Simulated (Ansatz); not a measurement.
# C (Fd-3m): scan of the energy under strain

Wanted for C (Fd-3m): a scan of the energy under strain.

Computed with Ansatz 0.2.0 through its Python package. Level of theory: DFT PBE, plane waves, PAW.

## 1. The structure

It takes space group Fd-3m (No. 227, cubic). Conventional cell: a = 3.567 Å, b = 3.567 Å, c = 3.567 Å, α = 90.00°, β = 90.00°, γ = 90.00°. C (site symmetry -43m) is surrounded by 4 C at 1.54 Å.

No structure file is read: the coordinates are typed or built in the script.

## 2. The script

The input, c.py:

```python
import warnings

import ansatz as az
import matplotlib.pyplot as plt
import numpy as np

VECTORS = np.array([
    [0.0, 1.78337, 1.78337],
    [1.78337, 0.0, 1.78337],
    [1.78337, 1.78337, 0.0],
])
SITES = [
    ("C", (0.0, 0.0, 0.0)),
    ("C", (0.25, 0.25, 0.25)),
]


def make_crystal(cell):
    crystal = az.Crystal(lattice=az.Lattice.of(cell))
    for symbol, position in SITES:
        crystal = crystal.atom(symbol, position)
    return crystal

warnings.simplefilter("ignore", az.DeckWarning)

values = np.linspace(-0.01, 0.01, 7)
energies = []
for d in values:
    strain = np.diag([d, d, (1 + d) ** -2 - 1])
    cell = VECTORS @ (np.eye(3) + strain)
    setup = (
        make_crystal(cell).calculation()
        .pseudopotentials("paw")
        .basis(21 * az.Ha)
        .occupations("gaussian", width=0.02)
        .kpoints(10, 10, 10)
        .stress()
    )
    rep = setup.run(threads=1, pin="off").report
    energies.append(rep["free_energy_ev"] / len(SITES))
    s = rep["stress_gpa"]
    print(f"d = {d:+.4f}  stress xx yy zz xy (GPa, compression positive): {s[0][0]:8.3f} {s[1][1]:8.3f} {s[2][2]:8.3f} {s[0][1]:8.3f}")
energies = np.array(energies)

for value, e in zip(values, energies):
    print(f"strain {value:7.3f}   E - Emin = {1000 * (e - energies.min()):9.3f} meV/atom")
plt.figure(figsize=(4.5, 3))
plt.plot(values, 1000 * (energies - energies.min()), "o-")
plt.xlabel("strain")
plt.ylabel("meV/atom")
plt.tight_layout()
plt.savefig("strain.png", dpi=100)
curvature = 2 * np.polyfit(values, energies, 3)[1]
volume = abs(np.linalg.det(VECTORS)) / len(SITES)
print(f"d2E/dd2 over the volume: {curvature / volume * 160.21766:.1f} GPa")
```

## 3. The calls as engine input

The engine receives this input (first run):

```yaml
crystal:
  lattice:
    - [0.0, 1.7655363, 1.8195796347311497]
    - [1.7655363, 0.0, 1.8195796347311497]
    - [1.7655363, 1.7655363, 0.0]
  atoms:
    - { symbol: C, position: [0.0, 0.0, 0.0] }
    - { symbol: C, position: [0.25, 0.25, 0.25] }
basis:
  ecutwfc: 571.4391111657479
kpoints:
  mp_grid:
    grid: [10, 10, 10]
hamiltonian:
  pseudopotentials:
    kind: paw
scf:
  occupations:
    method: gaussian
    width: 0.02
output:
  stress: true
```

## 4. The run

Command:

```console
$ python c.py
```

Output:

```text
d = -0.0100  stress xx yy zz xy (GPa, compression positive):   11.456   11.456  -17.470    0.000
d = -0.0067  stress xx yy zz xy (GPa, compression positive):    8.154    8.154  -10.907    0.000
d = -0.0033  stress xx yy zz xy (GPa, compression positive):    4.932    4.932   -4.487    0.000
d = +0.0000  stress xx yy zz xy (GPa, compression positive):    1.790    1.790    1.790    0.000
d = +0.0033  stress xx yy zz xy (GPa, compression positive):   -1.273   -1.273    7.923    0.000
d = +0.0067  stress xx yy zz xy (GPa, compression positive):   -4.258   -4.258   13.912    0.000
d = +0.0100  stress xx yy zz xy (GPa, compression positive):   -7.165   -7.165   19.757    0.000
strain  -0.010   E - Emin =    10.188 meV/atom
strain  -0.007   E - Emin =     4.482 meV/atom
strain  -0.003   E - Emin =     1.108 meV/atom
strain   0.000   E - Emin =     0.000 meV/atom
strain   0.003   E - Emin =     1.085 meV/atom
strain   0.007   E - Emin =     4.302 meV/atom
strain   0.010   E - Emin =     9.584 meV/atom
d2E/dd2 over the volume: 5585.9 GPa
```

Wall time 13 s (1 thread of Arm Neoverse N1, shared host); peak memory 0.36 GiB.

## 5. What changed from run to run

The engine's inputs for some of the other runs:

Run 2, against run 1:

```diff
@@ -3,3 +3,3 @@
-    - [0.0, 1.7655363, 1.8195796347311497]
-    - [1.7655363, 0.0, 1.8195796347311497]
-    - [1.7655363, 1.7655363, 0.0]
+    - [0.0, 1.7714808666666666, 1.8073881807125807]
+    - [1.7714808666666666, 0.0, 1.8073881807125807]
+    - [1.7714808666666666, 1.7714808666666666, 0.0]
```

Run 5, against run 1:

```diff
@@ -3,3 +3,3 @@
-    - [0.0, 1.7655363, 1.8195796347311497]
-    - [1.7655363, 0.0, 1.8195796347311497]
-    - [1.7655363, 1.7655363, 0.0]
+    - [0.0, 1.7893145666666668, 1.7715400492268294]
+    - [1.7893145666666668, 0.0, 1.7715400492268294]
+    - [1.7893145666666668, 1.7893145666666668, 0.0]
```

Run 6, against run 1:

```diff
@@ -3,3 +3,3 @@
-    - [0.0, 1.7655363, 1.8195796347311497]
-    - [1.7655363, 0.0, 1.8195796347311497]
-    - [1.7655363, 1.7655363, 0.0]
+    - [0.0, 1.7952591333333332, 1.7598274198500068]
+    - [1.7952591333333332, 0.0, 1.7598274198500068]
+    - [1.7952591333333332, 1.7952591333333332, 0.0]
```

## 6. The engine's runs

The 7 runs, in the order started:

```
run  strain  energy from run 4 (meV/atom)  pressure (GPa)  SCF cycles  CPU time (s)
  1  -0.010                         10.19            1.81           6           1.7
  2  -0.007                          4.48            1.80           6           1.6
  3  -0.003                          1.11            1.79           6           1.6
  4   0.000                          0.00            1.79           6          0.83
  5   0.003                          1.09            1.79           6           1.6
  6   0.007                          4.30            1.80           6           1.6
  7   0.010                          9.58            1.81           6           1.6
```

## 7. What came out

```
                  quantity           value
curvature under the strain      5585.9 GPa
             runs compared               7
           range of energy  10.19 meV/atom
      lowest point, strain           0.000
```

What this shows: Against the unstrained cell the energy per atom changes by +10.19 meV at one end of the scan and +9.58 meV at the other, and its second derivative over the volume is 5585.9 GPa. The curvature belongs to this strain pattern and to the cell's stress; it equals a single elastic constant only for simple patterns. No functional is typed, so the default, PBE, holds. The ions keep their fractional positions (clamped ions).
